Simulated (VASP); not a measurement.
## MgS in VASP 6.6.1, single-point calculation

INCAR

```
LASPH = .TRUE.
METAGGA = R2SCAN
BMIX = 0.0001
ALGO = Normal
LREAL = .FALSE.
SIGMA = 0.01
ISIF = 2
ENCUT = 520
NSW = 0
EDIFF = 1E-7
LCHARG = .FALSE.
NELM = 67
IBRION = -1
AMIX = 0.2
PREC = Accurate
NBANDS = 11
LWAVE = .FALSE.
ADDGRID = .TRUE.
ISMEAR = 0
```

KPOINTS

```
KPOINTS created by Atomic Simulation Environment
0
Gamma
8 8 8
0 0 0
```

POSCAR

```
Mg S
 1.0000000000000000
     0.0000000000000000    2.8416341708999999    2.8416341708999999
     2.8416341708999999    0.0000000000000000    2.8416341708999999
     2.8416341708999999    2.8416341708999999    0.0000000000000000
 Mg  S
   1   1
Cartesian
  0.0000000000000000  0.0000000000000000  0.0000000000000000
  1.4208170854500000  1.4208170854500000  1.4208170854500000
```

The recommended PBE PAW datasets give the neutral cell 8 valence electrons.

Command

```
mpirun -np 1 vasp_std
```

**Question.** How does this run end, and what does it give?

**Answer.** It converged. Results: gap between bands v and c on the k mesh 4.07 eV; least direct gap on the k mesh 4.07 eV; pressure -0.9 GPa. Band v is the last that the valence electrons fill when counted band by band, and c is the next.

OSZICAR

```
N       E                     dE             d eps       ncg     rms          rms(c)
DAV:   1     0.174558663268E+02    0.17456E+02   -0.33782E+03   646   0.582E+02
DAV:   2    -0.151346286480E+02   -0.32590E+02   -0.31194E+02   776   0.104E+02
DAV:   3    -0.172222473073E+02   -0.20876E+01   -0.20839E+01   792   0.278E+01
DAV:   4    -0.172388689682E+02   -0.16622E-01   -0.16620E-01   761   0.297E+00
DAV:   5    -0.172390510555E+02   -0.18209E-03   -0.18209E-03   805   0.309E-01    0.419E+00
DAV:   6    -0.155095595345E+02    0.17295E+01   -0.60961E-01   674   0.436E+00    0.447E+00
DAV:   7    -0.154258005227E+02    0.83759E-01   -0.64461E-01   701   0.333E+00    0.362E+00
DAV:   8    -0.154461049006E+02   -0.20304E-01   -0.40768E-02   743   0.107E+00    0.170E+00
DAV:   9    -0.154486984785E+02   -0.25936E-02   -0.59843E-03   711   0.475E-01    0.218E-01
DAV:  10    -0.154487130687E+02   -0.14590E-04   -0.14158E-04   784   0.796E-02    0.220E-01
DAV:  11    -0.154487307878E+02   -0.17719E-04   -0.32821E-05   730   0.252E-02    0.118E-01
DAV:  12    -0.154487608301E+02   -0.30042E-04   -0.30935E-05   715   0.419E-02    0.609E-02
DAV:  13    -0.154487594680E+02    0.13620E-05   -0.11149E-06   816   0.639E-03    0.456E-02
DAV:  14    -0.154487568416E+02    0.26264E-05   -0.55033E-06   774   0.109E-02    0.719E-03
DAV:  15    -0.154487565598E+02    0.28182E-06   -0.40691E-07   785   0.366E-03    0.926E-04
DAV:  16    -0.154487565694E+02   -0.96560E-08   -0.23161E-09   397   0.435E-04
   1 F= -.15448757E+02 E0= -.15448757E+02  d E =-.485752E-29
```

For comparison, a separate r²SCAN run of the intended cell, on usual settings and not on those above, gives a gap of 4.07 eV on its mesh and a pressure of -0.9 GPa.
